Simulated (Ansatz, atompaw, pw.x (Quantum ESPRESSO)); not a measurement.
## pw.x on fcc Co: one setting changed

Potential: PAW, atompaw 4.2.0.5, PBE; core [Ar], reference 3d8 4s1 4p0; waves: 4s (bound): rc 2.02 bohr; 4s channel at 2.75 Ry: rc 2.76 bohr; 4p (bound, empty): rc 2.76 bohr; 4p channel at 0.85 Ry: rc 2.76 bohr; 3d (bound): rc 1.28 bohr; 3d channel at 0.8 Ry: rc 1.28 bohr; local part: bessel scheme, radius 2.06 bohr; core correction: smooth core density matched at 2.30 bohr; augmentation: sinc compensation charge, radius 2.30 bohr; PAW radius 2.76 bohr; waves and projectors: custom rrkj gramschmidtortho.

The reference run (k-mesh 16³, cutoffs 135/900 Ry, Fermi–Dirac 0.01 Ry, mixing_beta 0.4, conv_thr 1e-9, no spin) gives 0.75 GPa at 10.382 Å³/atom, where all-electron LAPW gives -0.50 GPa. This run, with its own iteration cap, changes startingwfc to atomic.

```
&control
  calculation='scf', prefix='x', pseudo_dir='./', outdir='./tmp', tstress=.true., disk_io='none'
/
&system
  ibrav=0, nat=1, ntyp=1, ecutwfc=135, ecutrho=900, nbnd=12,
  occupations='smearing', smearing='fd', degauss=0.01
/
&electrons
  conv_thr=1e-09, mixing_beta=0.4, electron_maxstep=60, startingwfc='atomic'
/
ATOMIC_SPECIES
Co 1.0 Co.UPF
CELL_PARAMETERS angstrom
  0.00000000 1.73147813 1.73147813
  1.73147813 0.00000000 1.73147813
  1.73147813 1.73147813 0.00000000
ATOMIC_POSITIONS crystal
Co 0.0000 0.0000 0.0000
K_POINTS automatic
16 16 16 0 0 0
```

```bash
pw.x < Co.scf.in > Co.scf.out
```

**Question.** How does the run end?

**Answer.** It converges in 8 iterations; the free energy moves by +0.0 meV/atom and the pressure by +0.01 GPa. The result is that of the reference run.

```
Message from routine setup:
     using ibrav=0 with symmetry is DISCOURAGED, use correct ibrav instead
     lattice parameter (alat)  =       4.6273  a.u.
     unit-cell volume          =      70.0612 (a.u.)^3
     number of electrons       =         9.00
     number of Kohn-Sham states=           12
     kinetic-energy cutoff     =     135.0000  Ry
     charge density cutoff     =     900.0000  Ry
     scf convergence threshold =      1.0E-09
     Exchange-correlation= SLA PW PBX PBC
     number of k points=   145  Fermi-Dirac smearing, width (Ry)=  0.0100
     iteration #  1     ecut=   135.00 Ry     beta= 0.40
     total energy              =    -162.12682501 Ry
     estimated scf accuracy    <       0.28087417 Ry
     iteration #  2     ecut=   135.00 Ry     beta= 0.40
     total energy              =    -162.21009758 Ry
     estimated scf accuracy    <       0.03396307 Ry
     iteration #  3     ecut=   135.00 Ry     beta= 0.40
     total energy              =    -162.23121790 Ry
     estimated scf accuracy    <       0.00780445 Ry
     [... 2 iterations left out ...]
     iteration #  6     ecut=   135.00 Ry     beta= 0.40
     total energy              =    -162.23218109 Ry
     estimated scf accuracy    <       0.00000021 Ry
     iteration #  7     ecut=   135.00 Ry     beta= 0.40
     total energy              =    -162.23218118 Ry
     estimated scf accuracy    <       0.00000005 Ry
     iteration #  8     ecut=   135.00 Ry     beta= 0.40
     the Fermi energy is    16.6256 ev
!    total energy              =    -162.23218119 Ry
     estimated scf accuracy    <          6.0E-10 Ry
     smearing contrib. (-TS)   =      -0.01025722 Ry
     The total energy is F=E-TS. E is the sum of the following terms:
     one-electron contribution =      -0.76268898 Ry
     hartree contribution      =       6.46233445 Ry
     xc contribution           =      -9.86905412 Ry
     ewald contribution        =     -56.74994188 Ry
     one-center paw contrib.   =    -101.30257344 Ry
     convergence has been achieved in   8 iterations
          total   stress  (Ry/bohr**3)                   (kbar)     P=        7.56
     Message from routine punch:
     Nothing written, as per user request (disk_io='none')
```

The run took about 26 s on one core of a shared host (Intel(R) Xeon(R) 6975P-C, 192 threads, 1512 GiB, load 91).
